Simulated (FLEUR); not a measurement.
**Nb: equation of state with PBEsol**

**The experiment to reproduce.**

From “Pressure effects on the electronic structure and superconductivity of (TaNb)0.67(HfZrTi)0.33 high entropy alloy”, 2019, arxiv:1910.08312, for a bulk crystal of Nb: bulk modulus 169 GPa.

Nb:

```
CELL_PARAMETERS angstrom
-1.66395 1.66395 1.66395
1.66395 -1.66395 1.66395
1.66395 1.66395 -1.66395
ATOMIC_POSITIONS crystal
Nb 0.00000 0.00000 0.00000
```

| Quantity | Value |
| --- | --- |
| Program | FLEUR MaX-R8.1 (later development tree) |
| Task | equation of state |
| Functional | PBEsol |
| Potentials or basis | all-electron |
| Basis | FLAPW |
| Kmax | 4.1 1/bohr |
| k mesh | 11 × 11 × 11 |
| Occupations | fermi-dirac, width 0.05 eV |
| Spin | no spin polarisation |
| Gmax | 12.7 1/bohr |
| Muffin-tin radii | Nb 2.47 bohr |
| lmax | Nb 10 |
| lnonsphr | Nb 10 |
| Local orbitals a species | Nb 5 |

| Item | Value |
| --- | --- |
| Equilibrium volume | 17.59 Å³/atom |
| Bulk modulus | 181 GPa |
| Pressure derivative of the bulk modulus | 3.3 |

Energy against volume, from the lowest point:
```csv
volume (Å³/atom),energy (meV/atom)
17.322,2.04
17.691,0.00
18.060,6.42
18.428,20.67
18.797,42.06
19.165,69.97
19.534,103.81
```

Measured bulk modulus of Nb: 169 GPa (quoted in “Pressure effects on the electronic structure and superconductivity of (TaNb)0.67(HfZrTi)0.33 high entropy alloy”, 2019, arxiv:1910.08312). This calculation gives 181 GPa (+7.2 %). The fit is for a static lattice scaled at fixed shape and fixed fractional positions.
